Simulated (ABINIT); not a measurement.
Crystal: Ge.

```
CELL_PARAMETERS angstrom
3.99759 0.00000 0.00000
-1.99879 3.46201 0.00000
0.00000 0.00000 6.59938
ATOMIC_POSITIONS crystal
Ge 0.33333 0.66667 0.93710
Ge 0.66667 0.33333 0.43710
Ge 0.33333 0.66667 0.56290
Ge 0.66667 0.33333 0.06290
```

This isn't the form of Ge at room conditions, which is diamond.

Base run:

* Program: ABINIT 10.8.3 (patched build)
* Functional: LDA
* Potentials or basis: PseudoDojo NC SR LDA v0.4.1 standard
* Cutoff: 952 eV
* k mesh: 6 × 6 × 3
* Occupations: fermi-dirac, width 0.05 eV
* Spin: no spin polarisation

Its results: band gap on the k mesh 0.27 eV, direct; largest force 0.012 eV/Å.

Question: The run is repeated on the same cell with these changes: functional from LDA to PBEsol; potentials or basis from PseudoDojo NC SR LDA v0.4.1 standard to PseudoDojo NC SR PBEsol v0.4.1 standard. What comes out?

Answer: Band gap on the k mesh 0.17 eV, direct; largest force 0.021 eV/Å.

Caveats: an odd mesh through Γ misses points on the zone boundary, where band edges often lie.
